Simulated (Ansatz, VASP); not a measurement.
## BaS: VASP beside Ansatz

The input INCAR:

```
PREC = Accurate
ENCUT = 600
EDIFF = 1E-7
ISMEAR = -1
SIGMA = 0.05
LREAL = False
LASPH = True
NELM = 60
ALGO = Normal
ISIF = 3
LWAVE = False
LCHARG = False
GGA = RP
IBRION = 2
NSW = 60
EDIFFG = -0.01
```

KPOINTS

```
regular mesh
0
Gamma
  7 7 7
```

Contents of POSCAR:

```
BaS
1.0
    0.0000000000      3.1937500000      3.1937500000
    3.1937500000      0.0000000000      3.1937500000
    3.1937500000      3.1937500000      0.0000000000
Ba S
1 1
Direct
    0.0000000000      0.0000000000      0.0000000000
    0.5000000000      0.5000000000      0.5000000000
```

File input.yaml:

```yaml
crystal:
  lattice:
    - [0.0, 3.19375, 3.19375]
    - [3.19375, 0.0, 3.19375]
    - [3.19375, 3.19375, 0.0]
  atoms:
    - { symbol: Ba, position: [0.0, 0.0, 0.0] }
    - { symbol: S, position: [0.5, 0.5, 0.5] }
hamiltonian:
  xc: rpbe
  pseudopotentials: { kind: paw }
kpoints:
  mp_grid: { grid: [7, 7, 7] }
scf:
  occupations: { method: fermi_dirac, width: 0.05 }
output:
  forces: true
  stress: true
relax:
  f_tol: 0.01
  max_steps: 40
  cell: { stress_tol: 0.05 }
```

Alike in both runs: task relaxation of cell and atoms; functional RPBE; k mesh 7 × 7 × 7; occupations fermi-dirac, width 0.05 eV; no spin polarisation.

```csv
,VASP,Ansatz
version,VASP 6.6.1,Ansatz 0.2.0
potentials or method,"VASP PAW PBE potentials, release 64 (Ba_sv, S)",Ansatz PAW
plane-wave cutoff (eV),600,420
valence electrons in the cell,16,16
```

VASP gave:

| Item | Value |
| --- | --- |
| relaxed volume (Å³/atom) | 34.94 |
| relaxed cell length with the largest relative difference (Å) | 4.623 |
| energy change over the relaxation (meV/atom) | -21 |

Question: What did Ansatz give for the same quantities?

Answer: Relaxed volume (Å³/atom): 34.55; relaxed cell length with the largest relative difference (Å): 4.606; energy change over the relaxation (meV/atom): -14.

Caveats: spin-orbit coupling is left out, which moves the levels of the heavy elements; the PAW data sets were made with another functional, which shifts forces and pressure a little (VASP); an odd mesh through Γ misses points on the zone boundary, where band edges often lie (VASP); odd divisions of the mesh miss points on the zone boundary, where band edges often lie, so the gap on the mesh can be too wide (Ansatz); the plane-wave basis is chosen anew once the cell has moved, so the energies of steps on either side of that aren't comparable (Ansatz); the PAW data sets come from PBE, with cores solved anew for the run's functional, which leaves a small shift of forces and pressure (Ansatz). RPBE and its kin give volumes clearly too large for solids. As with any semilocal functional, this RPBE gap is likely too small.
